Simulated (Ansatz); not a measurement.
# Work function of Hf(0001): what the settings cost and change, part 2 of 2

How thick a slab and how much vacuum does the work function of Hf(0001) need?

Ansatz 0.2.0; plane-wave DFT, PBE, Ansatz PAW.

So far, work function, upper face (eV): step 2 (run, setting 1 layer) 4.15; step 3 (slab, 2 atoms) 4.40; step 4 (run, 3 atoms) 4.30; step 5 (slab, 4 atoms) 4.36; step 6 (slab, 5 atoms) 4.37.

### 7. Run, 6 atoms

System of this step: Hf(0001). The cell holds 6 atoms: 6 Hf. Cell: a = 3.200 Å, b = 3.200 Å, c = 30.656 Å, α = 90.0°, β = 90.0°, γ = 60.0°. Vacuum lies along c.

input.yaml reads:

```yaml
crystal:
  lattice:
    - [3.2, 0.0, 0.0]
    - [1.6, 2.7712812921, 0.0]
    - [0.0, 0.0, 30.656]
  atoms:
    - { symbol: Hf, position: [0.6666666667, 0.6666666667, 0.2935803758] }
    - { symbol: Hf, position: [0.0, 0.0, 0.3761482255] }
    - { symbol: Hf, position: [0.6666666667, 0.6666666667, 0.4587160752] }
    - { symbol: Hf, position: [0.0, 0.0, 0.5412839248] }
    - { symbol: Hf, position: [0.6666666667, 0.6666666667, 0.6238517745] }
    - { symbol: Hf, position: [0.0, 0.0, 0.7064196242] }
kpoints:
  mp_grid: { grid: [15, 15, 1] }
hamiltonian:
  xc: pbe
scf:
  occupations: { method: fermi_dirac, width: 0.1 }
  convergence: { dr2_threshold: 1.0e-09 }
efield:
  axis: 3
  dipole_correction: true
  ramp_position: 0.97
  ramp_width: 0.06
output:
  write_potential: true
  write_density: true
  volumetric_format: npy
```

Command:

```sh
$ ansatz run input.yaml --threads 2 --pin off --max-ram 3072MiB --backend cpu --events-out ev --progress --plain --runs-dir out
```

Numbers of over 12 decimals in the logs are rounded to 6 here.

What it wrote:

```text
[...]
Crystal: 6 atoms, lattice volume = 271.860 Å³
Basis set: ecut = 420 eV, 5419 PW (Γ)
Bands: 94, of which v1, the nominal top of the filled ones, is band 78 counted from 1 (77 counted from 0)
Symmetry: 6 space group operations
k-points: 27 of 225 (time reversal used)
[...]
k-point 0: bands = [... 74 lower, 7.9933, 8.0661, 8.3049, 8.6384, 8.7887, 8.7887, 8.7963, 8.7963, ... 12 higher]
  k-point 1: bands = [... 74 lower, 7.8566, 8.0177, 8.1540, 8.5723, 8.5746, 8.6898, 8.7246, 8.8864, ... 12 higher]
  k-point 2: bands = [... 74 lower, 7.6175, 7.7775, 7.9516, 8.1150, 8.2309, 8.4311, 8.6308, 8.8274, ... 12 higher]
  k-point 26: bands = [... 74 lower, 6.3633, 6.6825, 6.6825, 7.6096, 7.6096, 7.8688, 7.8688, 7.8945, ... 12 higher]
[key lines of the parts left out:]
SCF converged after 12 iterations
Free energy (F): -94326.259716 eV
Fermi energy:    7.718419 eV
Dipole field:    D = -0.000000 V/Å  (p = -0.000000 e·Å, saw-weighted, corrected)
Work function:   Φ+ = 4.3560 eV   Φ− = 4.3560 eV
```

The job ended after 2.2 min (2 threads of Arm Neoverse N1, shared host; peak memory 1 GiB; 3.8 min of CPU time).

The work function is 4.356 eV, -0.009 eV from the run “5 layers”, at 1.4 times its CPU time.

### 8. Run, 8 atoms

System of this step: Hf(0001). The cell holds 8 atoms: 8 Hf. Cell: a = 3.200 Å, b = 3.200 Å, c = 35.718 Å, α = 90.0°, β = 90.0°, γ = 60.0°. Vacuum lies along c.

input.yaml, the sections that differ from step 7:

```yaml
crystal:
  lattice:
    - [3.2, 0.0, 0.0]
    - [1.6, 2.7712812921, 0.0]
    - [0.0, 0.0, 35.7184]
  atoms:
    - { symbol: Hf, position: [0.6666666667, 0.6666666667, 0.2519709729] }
    - { symbol: Hf, position: [0.0, 0.0, 0.3228364092] }
    - { symbol: Hf, position: [0.6666666667, 0.6666666667, 0.3937018455] }
    - { symbol: Hf, position: [0.0, 0.0, 0.4645672818] }
    - { symbol: Hf, position: [0.6666666667, 0.6666666667, 0.5354327182] }
    - { symbol: Hf, position: [0.0, 0.0, 0.6062981545] }
    - { symbol: Hf, position: [0.6666666667, 0.6666666667, 0.6771635908] }
    - { symbol: Hf, position: [0.0, 0.0, 0.7480290271] }
# kpoints, hamiltonian, scf, efield, output: as in step 7
```

What it wrote:

```text
[...]
Crystal: 8 atoms, lattice volume = 316.754 Å³
Basis set: ecut = 420 eV, 6275 PW (Γ)
Bands: 125, of which v1, the nominal top of the filled ones, is band 104 counted from 1 (103 counted from 0)
Symmetry: 6 space group operations
k-points: 27 of 225 (time reversal used)
[...]
k-point 1: bands = [... 100 lower, 9.7294, 9.8547, 10.1412, 10.2520, 10.2841, 10.3532, 10.4222, 10.5507, ... 17 higher]
  k-point 2: bands = [... 100 lower, 9.4842, 9.5795, 9.7504, 9.8760, 9.9818, 10.1023, 10.1811, 10.4491, ... 17 higher]
  k-point 26: bands = [... 100 lower, 8.0717, 8.3964, 8.3964, 9.2947, 9.2947, 9.4459, 9.4459, 9.6092, ... 17 higher]
[key lines of the parts left out:]
SCF converged after 12 iterations
Free energy (F): -125769.009664 eV
Fermi energy:    9.432132 eV
Dipole field:    D = -0.000000 V/Å  (p = -0.000000 e·Å, saw-weighted, corrected)
Work function:   Φ+ = 4.3579 eV   Φ− = 4.3579 eV
```

Wall time 3.9 min (2 threads); peak memory 1.4 GiB; 6.7 min of CPU time.

The work function is 4.358 eV, +0.002 eV from the run “6 layers”, at 1.7 times its CPU time.

### 9. Slab, 10 atoms

System of this step: Hf(0001). The cell holds 10 atoms: 10 Hf. Its edges and angles: a = 3.200 Å, b = 3.200 Å, c = 40.781 Å, α = 90.0°, β = 90.0°, γ = 60.0°. Vacuum lies along c.

input.yaml, the sections that differ from step 8:

```yaml
crystal:
  lattice:
    - [3.2, 0.0, 0.0]
    - [1.6, 2.7712812921, 0.0]
    - [0.0, 0.0, 40.7808]
  atoms:
    - { symbol: Hf, position: [0.6666666667, 0.6666666667, 0.2206920904] }
    - { symbol: Hf, position: [0.0, 0.0, 0.2827605148] }
    - { symbol: Hf, position: [0.6666666667, 0.6666666667, 0.3448289391] }
    - { symbol: Hf, position: [0.0, 0.0, 0.4068973635] }
    - { symbol: Hf, position: [0.6666666667, 0.6666666667, 0.4689657878] }
    - { symbol: Hf, position: [0.0, 0.0, 0.5310342122] }
    - { symbol: Hf, position: [0.6666666667, 0.6666666667, 0.5931026365] }
    - { symbol: Hf, position: [0.0, 0.0, 0.6551710609] }
    - { symbol: Hf, position: [0.6666666667, 0.6666666667, 0.7172394852] }
    - { symbol: Hf, position: [0.0, 0.0, 0.7793079096] }
# kpoints, hamiltonian, scf, efield, output: as in step 8
```

What it wrote:

```text
[...]
Crystal: 10 atoms, lattice volume = 361.648 Å³
Basis set: ecut = 420 eV, 7157 PW (Γ)
Bands: 156, of which v1, the nominal top of the filled ones, is band 130 counted from 1 (129 counted from 0)
Symmetry: 6 space group operations
k-points: 27 of 225 (time reversal used)
[...]
k-point 1: bands = [... 126 lower, 11.1575, 11.3002, 11.5300, 11.5432, 11.5858, 11.6395, 11.6630, 11.7753, ... 22 higher]
  k-point 2: bands = [... 126 lower, 10.8196, 11.0242, 11.0682, 11.1988, 11.2247, 11.3370, 11.4773, 11.6711, ... 22 higher]
  k-point 26: bands = [... 126 lower, 9.3633, 9.6857, 9.6857, 10.5675, 10.5675, 10.6664, 10.6664, 10.8358, ... 22 higher]
[key lines of the parts left out:]
SCF converged after 13 iterations
Free energy (F): -157211.760633 eV
Fermi energy:    10.721270 eV
Dipole field:    D = -0.000000 V/Å  (p = -0.000000 e·Å, saw-weighted, corrected)
Work function:   Φ+ = 4.3580 eV   Φ− = 4.3580 eV
```

The job ended after 5.9 min (2 threads; peak memory 2 GiB).

The work function is 4.358 eV, +0.000 eV from the run “8 layers”, at 1.6 times its CPU time.

### 10. Slab, 13 atoms

System of this step: Hf(0001). The cell holds 13 atoms: 13 Hf. Cell: a = 3.200 Å, b = 3.200 Å, c = 48.374 Å, α = 90.0°, β = 90.0°, γ = 60.0°. Vacuum lies along c.

input.yaml, the sections that differ from step 9:

```yaml
crystal:
  lattice:
    - [3.2, 0.0, 0.0]
    - [1.6, 2.7712812921, 0.0]
    - [0.0, 0.0, 48.3744]
  atoms:
    - { symbol: Hf, position: [0.0, 0.0, 0.1860488192] }
    - { symbol: Hf, position: [0.6666666667, 0.6666666667, 0.238374016] }
    - { symbol: Hf, position: [0.0, 0.0, 0.2906992128] }
    - { symbol: Hf, position: [0.6666666667, 0.6666666667, 0.3430244096] }
    - { symbol: Hf, position: [0.0, 0.0, 0.3953496064] }
    - { symbol: Hf, position: [0.6666666667, 0.6666666667, 0.4476748032] }
    - { symbol: Hf, position: [0.0, 0.0, 0.5] }
    - { symbol: Hf, position: [0.6666666667, 0.6666666667, 0.5523251968] }
    - { symbol: Hf, position: [0.0, 0.0, 0.6046503936] }
    - { symbol: Hf, position: [0.6666666667, 0.6666666667, 0.6569755904] }
    - { symbol: Hf, position: [0.0, 0.0, 0.7093007872] }
    - { symbol: Hf, position: [0.6666666667, 0.6666666667, 0.761625984] }
    - { symbol: Hf, position: [0.0, 0.0, 0.8139511808] }
# kpoints, hamiltonian, scf, efield, output: as in step 9
```

What it wrote:

```text
[...]
Crystal: 13 atoms, lattice volume = 428.989 Å³
Basis set: ecut = 420 eV, 8477 PW (Γ)
Bands: 203, of which v1, the nominal top of the filled ones, is band 169 counted from 1 (168 counted from 0)
Symmetry: 6 space group operations
k-points: 27 of 225 (time reversal used)
[...]
k-point 1: bands = [... 165 lower, 12.7485, 12.9503, 12.9550, 12.9768, 13.0032, 13.0404, 13.0518, 13.1384, ... 30 higher]
  k-point 2: bands = [... 165 lower, 12.4395, 12.4773, 12.5101, 12.6346, 12.6470, 12.7667, 12.8534, 13.0198, ... 30 higher]
  k-point 26: bands = [... 165 lower, 10.7889, 11.1134, 11.1134, 11.9747, 11.9928, 12.0180, 12.0882, 12.0930, ... 30 higher]
[key lines of the parts left out:]
SCF converged after 14 iterations
Free energy (F): -204375.886325 eV
Fermi energy:    12.149176 eV
Dipole field:    D = 0.000001 V/Å  (p = 0.000001 e·Å, saw-weighted, corrected)
Work function:   Φ+ = 4.3586 eV   Φ− = 4.3586 eV
```

It took 11 min on 2 threads; peak memory 2.9 GiB.

The work function is 4.359 eV, +0.001 eV from the run “10 layers”, at 1.9 times its CPU time.

### 11. Run, 7 atoms

System of this step: Hf(0001). The cell holds 7 atoms: 7 Hf. Its edges and angles: a = 3.200 Å, b = 3.200 Å, c = 25.187 Å, α = 90.0°, β = 90.0°, γ = 60.0°. Vacuum lies along c.

input.yaml, the sections that differ from step 10:

```yaml
crystal:
  lattice:
    - [3.2, 0.0, 0.0]
    - [1.6, 2.7712812921, 0.0]
    - [0.0, 0.0, 25.1872]
  atoms:
    - { symbol: Hf, position: [0.0, 0.0, 0.1985135307] }
    - { symbol: Hf, position: [0.6666666667, 0.6666666667, 0.2990090205] }
    - { symbol: Hf, position: [0.0, 0.0, 0.3995045102] }
    - { symbol: Hf, position: [0.6666666667, 0.6666666667, 0.5] }
    - { symbol: Hf, position: [0.0, 0.0, 0.6004954898] }
    - { symbol: Hf, position: [0.6666666667, 0.6666666667, 0.7009909795] }
    - { symbol: Hf, position: [0.0, 0.0, 0.8014864693] }
# kpoints, hamiltonian, scf, efield, output: as in step 10
```

What it wrote:

```text
[...]
Crystal: 7 atoms, lattice volume = 223.363 Å³
Basis set: ecut = 420 eV, 4453 PW (Γ)
Bands: 110, of which v1, the nominal top of the filled ones, is band 91 counted from 1 (90 counted from 0)
Symmetry: 6 space group operations
k-points: 27 of 225 (time reversal used)
[...]
k-point 1: bands = [... 87 lower, 12.9402, 13.1951, 13.3085, 13.6013, 13.6327, 13.7173, 13.7950, 13.9017, ... 15 higher]
  k-point 2: bands = [... 87 lower, 12.6882, 12.8526, 13.0904, 13.2422, 13.2553, 13.3956, 13.6160, 13.9249, ... 15 higher]
  k-point 26: bands = [... 87 lower, 11.4142, 11.7318, 11.7328, 12.6157, 12.7137, 12.7294, 12.9325, 12.9441, ... 15 higher]
[key lines of the parts left out:]
SCF converged after 12 iterations
Free energy (F): -110047.635330 eV
Fermi energy:    12.766834 eV
Dipole field:    D = 0.000002 V/Å  (p = 0.000002 e·Å, saw-weighted, corrected)
Work function:   Φ+ = 4.3291 eV (in doubt: plateau slope 1.8e-1 eV/Å)   Φ− = 4.3383 eV (in doubt: plateau slope 1.3e-1 eV/Å)
```

The job ended after 2.1 min (2 threads; peak memory 0.99 GiB; 4 min of CPU time).

The work function is 4.329 eV. The program marks this work function as in doubt.

### 12. Slab, 7 atoms

The cell differs from the one that the last finished run ended in (c 25.187 → 29.187 Å).

input.yaml, the sections that differ from step 11:

```yaml
crystal:
  lattice:
    - [3.2, 0.0, 0.0]
    - [1.6, 2.7712812921, 0.0]
    - [0.0, 0.0, 29.1872]
  atoms:
    - { symbol: Hf, position: [0.0, 0.0, 0.2398311589] }
    - { symbol: Hf, position: [0.6666666667, 0.6666666667, 0.3265541059] }
    - { symbol: Hf, position: [0.0, 0.0, 0.413277053] }
    - { symbol: Hf, position: [0.6666666667, 0.6666666667, 0.5] }
    - { symbol: Hf, position: [0.0, 0.0, 0.586722947] }
    - { symbol: Hf, position: [0.6666666667, 0.6666666667, 0.6734458941] }
    - { symbol: Hf, position: [0.0, 0.0, 0.7601688411] }
# kpoints, hamiltonian, scf, efield, output: as in step 11
```

What it wrote:

```text
[...]
Crystal: 7 atoms, lattice volume = 258.835 Å³
Basis set: ecut = 420 eV, 5149 PW (Γ)
Bands: 110, of which v1, the nominal top of the filled ones, is band 91 counted from 1 (90 counted from 0)
Symmetry: 6 space group operations
k-points: 27 of 225 (time reversal used)
[...]
k-point 1: bands = [... 87 lower, 10.6020, 10.8442, 10.9625, 11.2546, 11.2859, 11.3706, 11.4477, 11.5549, ... 15 higher]
  k-point 2: bands = [... 87 lower, 10.3408, 10.5002, 10.7438, 10.8950, 10.9115, 11.0490, 11.2684, 11.5758, ... 15 higher]
  k-point 26: bands = [... 87 lower, 9.0674, 9.3851, 9.3861, 10.2689, 10.3669, 10.3827, 10.5857, 10.5973, ... 15 higher]
[key lines of the parts left out:]
SCF converged after 12 iterations
Free energy (F): -110047.635131 eV
Fermi energy:    10.419983 eV
Dipole field:    D = 0.000000 V/Å  (p = 0.000001 e·Å, saw-weighted, corrected)
Work function:   Φ+ = 4.3601 eV   Φ− = 4.3601 eV
```

Run time: 2.5 min. Hardware: 2 threads; peak memory 1.1 GiB.

The work function is 4.360 eV, +0.031 eV from the run “7 layers, 10 Å of vacuum”, at 1.2 times its CPU time.

### 13. Run, 7 atoms (run 2)

The cell differs from the one that the last finished run ended in (c 29.187 → 41.187 Å).

input.yaml, the sections that differ from step 12:

```yaml
crystal:
  lattice:
    - [3.2, 0.0, 0.0]
    - [1.6, 2.7712812921, 0.0]
    - [0.0, 0.0, 41.1872]
  atoms:
    - { symbol: Hf, position: [0.0, 0.0, 0.315632041] }
    - { symbol: Hf, position: [0.6666666667, 0.6666666667, 0.3770880273] }
    - { symbol: Hf, position: [0.0, 0.0, 0.4385440137] }
    - { symbol: Hf, position: [0.6666666667, 0.6666666667, 0.5] }
    - { symbol: Hf, position: [0.0, 0.0, 0.5614559863] }
    - { symbol: Hf, position: [0.6666666667, 0.6666666667, 0.6229119727] }
    - { symbol: Hf, position: [0.0, 0.0, 0.684367959] }
# kpoints, hamiltonian, scf, efield, output: as in step 12
```

What it wrote:

```text
[...]
Crystal: 7 atoms, lattice volume = 365.252 Å³
Basis set: ecut = 420 eV, 7241 PW (Γ)
Bands: 110, of which v1, the nominal top of the filled ones, is band 91 counted from 1 (90 counted from 0)
Symmetry: 6 space group operations
k-points: 27 of 225 (time reversal used)
[...]
k-point 0: bands = [... 87 lower, 6.4184, 6.6966, 6.7003, 7.1486, 7.1486, 7.1599, 7.1758, 7.1758, ... 15 higher]
  k-point 1: bands = [... 87 lower, 6.2958, 6.5378, 6.6562, 6.9482, 6.9796, 7.0643, 7.1413, 7.2486, ... 15 higher]
  k-point 2: bands = [... 87 lower, 6.0344, 6.1938, 6.4374, 6.5886, 6.6053, 6.7427, 6.9620, 7.2694, ... 15 higher]
  k-point 26: bands = [... 87 lower, 4.7611, 5.0787, 5.0797, 5.9626, 6.0606, 6.0763, 6.2794, 6.2909, ... 15 higher]
[key lines of the parts left out:]
SCF converged after 13 iterations
Free energy (F): -110047.635156 eV
Fermi energy:    6.113643 eV
Dipole field:    D = 0.000000 V/Å  (p = 0.000000 e·Å, saw-weighted, corrected)
Work function:   Φ+ = 4.3605 eV   Φ− = 4.3605 eV
```

Wall time 3.5 min (2 threads); peak memory 1.4 GiB; 6.6 min of CPU time.

The work function is 4.360 eV, +0.000 eV from the run “7 layers, 14 Å of vacuum”, at 1.4 times its CPU time.

### 14. Side by side

Times are for 2 threads of Arm Neoverse N1, shared host. The series side by side:

```
no.                   setting  work function, upper face (eV)     time  memory (GiB)
  1                   1 layer                           4.149     10 s          0.44
  2                  2 layers                           4.395     20 s          0.45
  3                  3 layers                           4.298     34 s          0.56
  4                  4 layers                           4.363     57 s          0.69
  5                  5 layers                           4.365     91 s          0.84
  6                  6 layers                           4.356  2.2 min           1.0
  7                  8 layers                           4.358  3.9 min           1.4
  8                 10 layers                           4.358  5.9 min           2.0
  9                 13 layers                           4.359   11 min           2.9
 10  7 layers, 10 Å of vacuum                           4.329  2.1 min          0.99
 11  7 layers, 14 Å of vacuum                           4.360  2.5 min           1.1
 12  7 layers, 26 Å of vacuum                           4.360  3.5 min           1.4
```

### 15. Summary of results

```yaml
work_function_1_layer: 4.149 eV
work_function_2_layers: 4.395 eV
work_function_6_layers: 4.356 eV
work_function_13_layers: 4.359 eV
```

**Reading.** The thickest slab gives 4.36 eV, and the settings tried spread the value from 4.15 to 4.40 eV. At 18 Å of vacuum, the slabs from 4 layers on stay within 0.01 eV of the thickest. Going from 10 to 26 Å of vacuum moves it by 0.031 eV. The program marks the value as in doubt in “7 layers, 10 Å of vacuum”. The ladder's slabs use the tabulated experimental lattice constant (two decimals; a low-temperature value for the alkali metals). In 2 runs of the series (7 layers, 10 Å of vacuum and 7 layers, 14 Å of vacuum) the program warns that electrons reach the sawtooth's ramp, which makes dipole and work function less sure.

[Logs are printed without paths, hosts, clocks, repeated set-up lines and the standing remarks that a program may print on its own settings, such as how far it seeks lower states.]

[Hosts, paths, dates, database ids (printed as entryN), source tags and the programs' standing remarks are cut or masked in the printed files.]

[Maps of the electrostatic potential energy from Ansatz leave out the sawtooth potential of an applied field or a dipole correction, so their vacuum need not be flat; planar profiles and work functions include it.]
